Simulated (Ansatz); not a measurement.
hcp against bcc along group 13

Method: DFT, PBE, plane waves (420 eV) with PAW, scalar-relativistic in Ansatz.

Each structure is relaxed within its symmetry, in the lowest magnetic state of the tried starts. Differences under about 8 meV lie within the error of the k-point mesh.

```json
{"element": "Al", "E(hcp) − E(bcc) (meV/atom)": "?", "V(hcp) (Å³/atom)": "?", "V(bcc) (Å³/atom)": "?", "state of hcp": "?", "state of bcc": "?"}
{"element": "Ga", "E(hcp) − E(bcc) (meV/atom)": "-5", "V(hcp) (Å³/atom)": "19.09", "V(bcc) (Å³/atom)": "19.18", "state of hcp": "spin not included", "state of bcc": "spin not included"}
{"element": "In", "E(hcp) − E(bcc) (meV/atom)": "-4", "V(hcp) (Å³/atom)": "27.66", "V(bcc) (Å³/atom)": "27.80", "state of hcp": "spin not included", "state of bcc": "spin not included"}
{"element": "Tl", "E(hcp) − E(bcc) (meV/atom)": "-4", "V(hcp) (Å³/atom)": "31.49", "V(bcc) (Å³/atom)": "31.47", "state of hcp": "spin not included", "state of bcc": "spin not included"}
```

Question: Fill in the row of Al.

Answer: E(hcp) − E(bcc) (meV/atom): -60; V(hcp) (Å³/atom): 16.62; V(bcc) (Å³/atom): 16.97; state of hcp: spin not included; state of bcc: spin not included.
